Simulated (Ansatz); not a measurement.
Crystal: Pb.

```
Pb
1.0
     0.00000    2.47502    2.47502
     2.47502    0.00000    2.47502
     2.47502    2.47502    0.00000
Pb
1
Direct
  0.00000 0.00000 0.00000
```

| Property | Result |
| --- | --- |
| Program | Ansatz 0.2.0 |
| Task | single point |
| Functional | PBE |
| Potentials or basis | all-electron LAPW, scalar-relativistic |
| Cutoff | 154 eV (chosen from the basis error) |
| Basis error allowed | 0.001 eV/atom |
| k mesh | 9 × 9 × 9 |
| Occupations | fermi-dirac, width 0.05 eV |
| Spin | no spin polarisation |

On this cell: pressure 2.3 GPa; band gap on the k mesh none (metal or under the smearing width).

The same run follows on a disturbed copy (cell strained at random at fixed volume):

```
CELL_PARAMETERS angstrom
-0.00696 2.46968 2.44843
2.44759 -0.02698 2.46845
2.45382 2.49594 -0.03322
ATOMIC_POSITIONS crystal
Pb 0.98764 0.00709 0.01656
```

What does the disturbed cell give?

The energy (extrapolated to zero smearing) moves by +2.0 meV/atom; pressure 2.3 GPa; band gap on the k mesh none (metal or under the smearing width).

Stress tensor (GPa, compression positive):
```
 2.50 -0.01  0.18
-0.01  2.11  0.76
 0.18  0.76  2.29
```
